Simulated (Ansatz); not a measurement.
# N (P4_2/mnm) in Ansatz: a series of runs

The runs below take N through projected density of states, with PBE0, r2SCAN0.

All numbers are computed with Ansatz 0.2.0; they aren't measurements. Logs are shortened: lines on timing, memory, paths and dates and some standing lists are left out, and cuts for length are marked.

### Step 1. Starting point

The structure is tetragonal, space group P4_2/mnm (No. 136). Conventional cell: a = 4.084 Å, b = 4.084 Å, c = 5.346 Å, α = 90.00°, β = 90.00°, γ = 90.00°. Around N (site symmetry m2m) lie 1 N at 1.11 Å.

### Step 2. Projected density of states, PBE0

input.yaml reads:

```yaml
crystal:
  lattice:
    - [4.08406197, 0.0, 0.0]
    - [0.0, 4.08406197, 0.0]
    - [0.0, 0.0, 5.34591325]
  atoms:
    - { symbol: "N", position: [0.4042752, 0.5957248, 0.5] }
    - { symbol: "N", position: [0.0957248, 0.0957248, 0.0] }
    - { symbol: "N", position: [0.5957248, 0.4042752, 0.5] }
    - { symbol: "N", position: [0.9042752, 0.9042752, 0.0] }
hamiltonian:
  xc: pbe0
  pseudopotentials: { kind: paw }
kpoints:
  mp_grid: { grid: [4, 4, 3] }
scf:
  occupations: { method: fermi_dirac, width: 0.05 }
  n_extra_bands: 10
output:
  forces: true
  stress: true
  eigenvalues: true
  dos: { projected: true, de: 0.05 }
```

Potentials or basis: Ansatz PAW.

Started as:

```
$ ansatz run input.yaml --threads 2 --pin off --max-ram 5632MiB --backend cpu --events-out ev --progress --plain --runs-dir out
```

Output:

```text
Warning: output.stress: scf.convergence.dr2_threshold = 1e-7 eV (the SCF's general default) is looser than the 4e-10 eV advised for a printed stress (1e-10 eV for each atom of the cell: 4). What an SCF threshold leaves in a stress goes as its square root, and in the free energy as the threshold itself, and one threshold admits the most on a small cell: of the crystals measured, under no hybrid functional and no lock of the moments, on runs that ended without the residual-converged pass, on stresses that held no estimate of that error, the worst erred by over 100 MPa in a component at 1e-7 eV an atom and by under 5 at 1e-10. Set scf.convergence.dr2_threshold to 4e-10 eV or tighter. The threshold is an SCF's pass mark: one that does not reach it within its budget of iterations ends unconverged, or closes short of it on a stop that the run arms, and scf.convergence.dr2_threshold's page says what that costs each kind of run
Warning: output.stress: scf.exx.energy_threshold = 1e-6 eV is looser than the 4e-8 eV advised for a stress under a hybrid functional (1e-8 eV for each atom of the cell: 4). Every SCF of the exchange loop can meet its threshold on dr2 while the loop round them stops early: no threshold on dr2 bounds what that leaves in the stress. Set scf.exx.energy_threshold to 4e-8 eV or tighter. The threshold is the loop's pass mark: a loop that does not reach it within its budget of cycles ends unconverged, and scf.exx.energy_threshold's page has the law
Warning: RAYON_NUM_THREADS=2 ignored (pool sized by the plan → 2); use --threads N
scf.n_extra_bands = 10 over 10 filled bands (N_el = 20.0): the run solves 20 bands
Engine: ansatz 0.2.0, aarch64-unknown-linux-gnu
Pseudopotentials: kind: paw
Pseudopotential: N, paw, valence charge 5, recommended cutoff 420 eV (normal), N.paw.azcp
Functional definition: PBE0
  parameter a = 0.25
  parameter kappa = 0.804
  parameter beta = 0.06672455060314922
  exchange = (1 - a)*pbe_x(kappa = kappa, mu = beta*pi^2/3) + a*exact_x
  correlation = pbe_c(beta = beta)
Crystal: 4 atoms, lattice volume = 89.167 Å³
Basis set: ecut = 420 eV, 1753 PW (Γ), exchange–correlation on 60×60×72 points (8 copies of the dense FFT grid, shifted against one another)
Bands: 20, of which v1, the nominal top of the filled ones, is band 10 counted from 1 (9 counted from 0)
Symmetry: 16 space group operations
Space group: P42/mnm (ITA 136), of the structure as read, at distance tolerance 4.5e-5 Å
k-points: 12 of 48
Non-local potential: N, projectors of the file, l = 0: 2, l = 1: 2, l = 2: 1
PAW form: soft (Blöchl's): semilocal exchange-correlation on the pseudo side does not see the compensation charge
PAW frozen core: N, regenerated for the run's functional, and the local potential with it (the file was generated under x = pbe(κ = 0.804, μ = 0.2195149727645171), c = pbe(β = 0.06672455060314922))
PAW one-centre angular grid: N, 110 points (default); XC on 64 Gauss nodes
Initial density: superposition of atomic densities (neutral atoms: chi_scale 0, normalization atom), corrected by the library's trained network
Initial wavefunctions: pseudopotential atomic-orbital guess
Functional: x = pbe(κ = 0.804, μ = 0.2195149727645171), c = pbe(β = 0.06672455060314922), warm-up for x = 0.75 pbe(κ = 0.804, μ = 0.2195149727645171) + 0.25 exact, c = pbe(β = 0.06672455060314922)
SCF iter   1: F=—  HF=-1536.057384 eV  |F-HF|=—  |Δ(HF+E_count)|=         —  Δρ=4.06e-3  dr2=1.50e-2  ethr=1.77e-3  ⟨swp⟩=10.0  Hψ=1230  notcnv=0
preconditioner: auto → none  [insulator: Δε(μ)=6.901 eV  Ē_g=17.015 eV  σ=0.050 eV  W_gap=1.00  n_scr=14 (ndim 8)  ℏωp=17.6 eV  f_vac=0.275  D(μ)=0.00/eV (n_scr^D=0)]
iter 2 solved again at ethr=7.02e-6 eV; its pass at ethr=7.48e-5 eV (dr2=1.40e-3 eV) is discarded
SCF iter   2: F=-1536.071371 eV  HF=-1536.071597 eV  |F-HF|=2.25e-4  |Δ(HF+E_count)|=   1.42e-2  Δρ=1.46e-3  dr2=1.41e-3  ethr=7.02e-6  ⟨swp⟩=2.0  Hψ=983  notcnv=0
SCF 1 stopped early in 2 iterations: F = -1536.071371 eV  dr2 = 1.41e-3
Initial density: handed on by an earlier stage of this run
Initial wavefunctions: those handed on with the density
Functional: x = 0.75 pbe(κ = 0.804, μ = 0.2195149727645171) + 0.25 exact, c = pbe(β = 0.06672455060314922)
Frozen-core exchange: fock
SCF iter   1: F=—  HF=-1535.599400 eV  |F-HF|=—  |Δ(HF+E_count)|=         —  Δρ=6.59e-3  dr2=1.63e-2  ethr=7.06e-5  ⟨swp⟩=5.1  Hψ=979  notcnv=0
preconditioner: auto → none  [insulator: Δε(μ)=9.977 eV  Ē_g=20.192 eV  σ=0.050 eV  W_gap=1.00  n_scr=14 (ndim 8)  ℏωp=17.6 eV  f_vac=0.260  D(μ)=0.00/eV (n_scr^D=0)]
SCF iter   2: F=—  HF=-1535.594350 eV  |F-HF|=—  |Δ(HF+E_count)|=   5.05e-3  Δρ=2.56e-3  dr2=2.29e-3  ethr=7.06e-5  ⟨swp⟩=2.2  Hψ=484  notcnv=0
SCF iter   3: F=—  HF=-1535.600235 eV  |F-HF|=—  |Δ(HF+E_count)|=   5.89e-3  Δρ=9.99e-4  dr2=2.58e-4  ethr=9.37e-6  ⟨swp⟩=3.0  Hψ=496  notcnv=0
SCF iter   4: F=—  HF=-1535.600189 eV  |F-HF|=—  |Δ(HF+E_count)|=   4.63e-5  Δρ=2.19e-4  dr2=2.23e-5  ethr=1.22e-6  ⟨swp⟩=2.0  Hψ=378  notcnv=0
SCF iter   5: F=—  HF=-1535.600271 eV  |F-HF|=—  |Δ(HF+E_count)|=   8.21e-5  Δρ=9.44e-5  dr2=3.93e-6  ethr=5.98e-8  ⟨swp⟩=3.2  Hψ=547  notcnv=0
SCF iter   6: F=-1535.600258 eV  HF=-1535.600270 eV  |F-HF|=1.16e-5  |Δ(HF+E_count)|=   1.41e-6  Δρ=3.98e-6  dr2=4.58e-7  ethr=1.74e-8  ⟨swp⟩=3.0  Hψ=462  notcnv=0
SCF 2 stopped early in 6 iterations: F = -1535.600258 eV  dr2 = 4.58e-7
  Residual-converged pass: ⟨swp⟩=3.0  Hψ=480  notcnv=0  max |occ|·‖R‖ = 4.5e-6 eV (tolerance 6.7e-6 eV)  dr2=4.62e-7  dr2_onsite=7.59e-10  max |Δocc| = 0.0e0
hybrid outer 1: dexx = +6.909e-3 eV, tail = 2.50e-5 eV
Frozen-core exchange: fock
SCF iter   1: F=—  HF=-1535.600479 eV  |F-HF|=—  |Δ(HF+E_count)|=         —  Δρ=4.93e-5  dr2=8.00e-7  ethr=6.26e-7  ⟨swp⟩=4.0  Hψ=597  notcnv=0
preconditioner: auto → none  [insulator: Δε(μ)=10.027 eV  Ē_g=20.230 eV  σ=0.050 eV  W_gap=1.00  n_scr=14 (ndim 8)  ℏωp=17.6 eV  f_vac=0.258  D(μ)=0.00/eV (n_scr^D=0)]
SCF iter   2: F=—  HF=-1535.600479 eV  |F-HF|=—  |Δ(HF+E_count)|=   1.16e-7  Δρ=1.64e-5  dr2=8.76e-8  ethr=2.77e-9  ⟨swp⟩=3.0  Hψ=470  notcnv=0
SCF iter   3: F=—  HF=-1535.600479 eV  |F-HF|=—  |Δ(HF+E_count)|=   2.58e-7  Δρ=3.57e-6  dr2=8.37e-9  ethr=2.94e-10  ⟨swp⟩=3.5  Hψ=503  notcnv=0  defer=1
SCF iter   4: F=-1535.600479 eV  HF=-1535.600479 eV  |F-HF|=3.47e-10  |Δ(HF+E_count)|=   2.04e-9  Δρ=1.14e-6  dr2=8.09e-10  ethr=3.30e-11  ⟨swp⟩=3.4  Hψ=547  notcnv=0
SCF 3 converged in 4 iterations: F = -1535.600479 eV  dr2 = 8.09e-10
  Residual-converged pass: ⟨swp⟩=3.2  Hψ=455  notcnv=0  max |occ|·‖R‖ = 9.4e-7 eV (tolerance 9.5e-7 eV)  dr2=7.77e-10  dr2_onsite=1.22e-11  max |Δocc| = 0.0e0
hybrid outer 2: dexx = +4.448e-7 eV, tail = 1.42e-8 eV, Δε = 1.94e-3 eV (about 4.81e-5 eV left of the loop's levels), ΔF = 6.72e-3 eV/Å (tail 8.07e-4)
hybrid SCF converged: 2 outer / 10 inner (+2 warm-up), last move |dexx| = 4.45e-7 eV, tail = 1.42e-8 eV
Stability not checked: this state was not tested for a lower state beside it, because the functional holds exact exchange (a hybrid, or Hartree-Fock), whose exchange loop this test does not read (fock_operator; see scf.lower_state_search)
Free energy (F): -1535.600479 eV
Frozen-core exchange: fock
Harris-Foulkes:  -1535.600479 eV  (|F-HF|=3.47e-10)
Internal energy: -1535.600479 eV  (E = F + TS)
E sigma→0 (E₀):  -1535.600479 eV
Fermi energy:    -2.381511 eV
--- Per-component energies (eV) ---
  E_band       = -252.415494
  E_kinetic    = 500.923924
  E_local      = -1474.441975  (includes V_loc(G=0)·N_el)
  E_nonlocal   = 189.039314
  E_hartree    = 470.670361
  E_xc         = -177.790869
  E_vxc        = -224.779237  (∫ρ·V_xc dr)
  E_exx        = -60.203832  (= α·E_x^exact, valence–valence)
  E_paw        = -500.762142  (= ΣΔE_a)
  E_vpaw       = -64.090896  (= ΣTr[D̂ρ^β])
  E_aug_tail   = 0.000337  (compensation charges beyond the density's cutoff)
  E_ewald      = -482.949831
  E_core_change = -0.085768  (= ΣΔE_core)
  E_smearing   = -0.000000  (= −TS)
  E_closure    = 0.000001  (closes the sum)
  Σ components = -1535.600479   (vs F -1535.600479, Δ=0.00e0)
--- Forces (eV/Å), atoms counted from 1 ---
  atom   1  N      1.84995901    -1.84995901     0.00000000
  atom   2  N     -1.84995901    -1.84995901     0.00000000
  atom   3  N     -1.84995901     1.84995901     0.00000000
  atom   4  N      1.84995901     1.84995901     0.00000000
  max |Σ_I F_I| component: 2.22e-16 eV/Å
--- Stress (GPa, compression-positive) ---
       -4.691108       0.000000       0.000000
        0.000000      -4.691108       0.000000
        0.000000       0.000000       0.486082
  P = ⅓ Tr σ = -2.9654 GPa (-29.654 kbar)
--- Band table (eV; the first three rows and the last of 12) ---
  k-point 0: bands = ["-26.8797", "-26.8105", "-11.0742", "-11.0742", "-9.0238", "-8.4536", "-8.4049", "-8.4049", "-8.2980", "-7.6605", "2.5767", "3.6302", "4.0636", "4.0636", "6.3802", "8.5937", "9.4954", "13.3391", "13.3391", "14.6256"]
  k-point 1: bands = ["-26.8623", "-26.8275", "-11.0684", "-11.0684", "-8.9877", "-8.7867", "-8.4140", "-8.4140", "-7.9472", "-7.7125", "2.8139", "3.3378", "4.0522", "4.0522", "6.8092", "7.8564", "10.5756", "13.5021", "13.5021", "13.5173"]
  k-point 2: bands = ["-26.8629", "-26.8136", "-11.1997", "-11.1981", "-8.9012", "-8.6994", "-8.5030", "-8.3848", "-7.9683", "-7.6087", "3.0399", "3.8398", "3.9243", "3.9401", "6.5719", "8.3430", "9.8994", "11.6982", "12.8072", "12.8315"]
  k-point 11: bands = ["-26.8178", "-26.8178", "-11.4731", "-11.4731", "-8.8286", "-8.8286", "-8.6097", "-8.6097", "-7.4508", "-7.4508", "3.5366", "3.5366", "4.7282", "4.7282", "8.0274", "8.0274", "9.7989", "9.7989", "11.1294", "11.1294"]
```

Wall time 12 s (2 threads of Arm Neoverse V2, shared host); peak memory 0.83 GiB.

Results:

```yaml
Free_energy: -1535.6005 eV
Pressure: -3.0 GPa
Largest_force: 2.616 eV/Å
Band_gap_on_the_k_mesh: 10.03 eV, indirect (least direct gap 10.24 eV)
```

Forces on the atoms (eV/Å):
```
N    1.850 -1.850  0.000
N   -1.850 -1.850  0.000
N   -1.850  1.850  0.000
N    1.850  1.850  0.000
```

Stress tensor (GPa, compression positive):
```
-4.69  0.00  0.00
 0.00 -4.69  0.00
 0.00  0.00  0.49
```

States per cell in windows of 0.5 eV (zero at the valence-band top; states under -6 eV left out):
| from (eV) | total | N 2p | N 2s |
| --- | --- | --- | --- |
| -6.0 | 0.00 | 0.00 | 0.00 |
| -5.5 | 0.00 | 0.00 | 0.00 |
| -5.0 | 0.00 | 0.00 | 0.00 |
| -4.5 | 0.05 | 0.02 | 0.03 |
| -4.0 | 3.95 | 1.69 | 2.27 |
| -3.5 | 0.00 | 0.00 | 0.00 |
| -3.0 | 0.00 | 0.00 | 0.00 |
| -2.5 | 0.00 | 0.00 | 0.00 |
| -2.0 | 0.11 | 0.11 | 0.00 |
| -1.5 | 6.76 | 6.55 | 0.10 |
| -1.0 | 1.23 | 1.19 | 0.02 |
| -0.5 | 3.90 | 2.61 | 1.15 |
| 0.0 | 0.00 | 0.00 | 0.00 |
| 0.5 | 0.00 | 0.00 | 0.00 |
| 1.0 | 0.00 | 0.00 | 0.00 |
| 1.5 | 0.00 | 0.00 | 0.00 |
| 2.0 | 0.00 | 0.00 | 0.00 |
| 2.5 | 0.00 | 0.00 | 0.00 |
| 3.0 | 0.00 | 0.00 | 0.00 |
| 3.5 | 0.00 | 0.00 | 0.00 |
| 4.0 | 0.00 | 0.00 | 0.00 |
| 4.5 | 0.00 | 0.00 | 0.00 |
| 5.0 | 0.00 | 0.00 | 0.00 |
| 5.5 | 0.00 | 0.00 | 0.00 |
| 6.0 | 0.00 | 0.00 | 0.00 |
| 6.5 | 0.00 | 0.00 | 0.00 |
| 7.0 | 0.00 | 0.00 | 0.00 |
| 7.5 | 0.00 | 0.00 | 0.00 |

Caveat: odd divisions of the mesh miss points on the zone boundary, where band edges often lie, so the gap on the mesh can be too wide; the pressure holds a Pulay correction of +0.3 GPa for the finite cutoff; the PAW data sets come from PBE, with cores solved anew for the run's functional, which leaves a small shift of forces and pressure; forces of over 1 eV/Å show positions far from the minimum, so gaps and moduli don't describe the material at rest; the thresholds are loose for stress.

### Step 3. Projected density of states, r2SCAN0

input.yaml, as its differences from that of step 2:

```diff
@@ -11,3 +11,3 @@
 hamiltonian:
-  xc: pbe0
+  xc: r2scan0
   pseudopotentials: { kind: paw }
```

Potentials or basis: Ansatz PAW.

Started as:

```
$ ansatz run input.yaml --threads 2 --pin off --max-ram 5632MiB --backend cpu --events-out ev --progress --plain --runs-dir out
```

Wall time 20 s (2 threads of Arm Neoverse V2, shared host); peak memory 1.2 GiB.

The run converged. Its results:

```
Free energy            : -1538.0624 eV
Pressure               : -4.4 GPa
Largest force          : 3.417 eV/Å
Band gap on the k mesh : 10.45 eV, indirect (least direct gap 10.66 eV)
```

Forces on the atoms (eV/Å):
```
N    2.416 -2.416  0.000
N   -2.416 -2.416  0.000
N   -2.416  2.416  0.000
N    2.416  2.416  0.000
```

Stress tensor (GPa, compression positive):
```
-6.64  0.00  0.00
 0.00 -6.64  0.00
 0.00  0.00  0.12
```

Levels at points of the mesh, in eV from the valence-band top:
| k point | band 7 | band 8 | band 9 | band 10 | band 11 | band 12 | band 13 | band 14 |
| --- | --- | --- | --- | --- | --- | --- | --- | --- |
| (0.00, 0.00, 0.00) | -0.86 | -0.86 | -0.75 | -0.21 | 10.45 | 11.53 | 11.97 | 11.97 |
| (0.00, -0.50, 0.00) | -1.09 | -1.09 | -0.21 | -0.21 | 11.68 | 11.68 | 11.70 | 11.70 |
| (-0.50, -0.50, 0.00) | -1.03 | -1.03 | -0.04 | -0.04 | 11.39 | 11.39 | 12.65 | 12.65 |

States per cell in windows of 1 eV (zero at the valence-band top; states under -6 eV left out):
```
from (eV)  total  N 2p  N 2s
     -6.0   0.00  0.00  0.00
     -5.0   2.92  1.25  1.67
     -4.0   1.08  0.45  0.63
     -3.0   0.00  0.00  0.00
     -2.0   5.58  5.37  0.10
     -1.0   6.42  5.12  1.15
      0.0   0.00  0.00  0.00
      1.0   0.00  0.00  0.00
      2.0   0.00  0.00  0.00
      3.0   0.00  0.00  0.00
      4.0   0.00  0.00  0.00
      5.0   0.00  0.00  0.00
      6.0   0.00  0.00  0.00
      7.0   0.00  0.00  0.00
```

Caveat: odd divisions of the mesh miss points on the zone boundary, where band edges often lie, so the gap on the mesh can be too wide; the PAW data sets come from PBE, with cores solved anew for the run's functional, which leaves a small shift of forces and pressure; forces of over 1 eV/Å show positions far from the minimum, so gaps and moduli don't describe the material at rest; the thresholds are loose for stress.
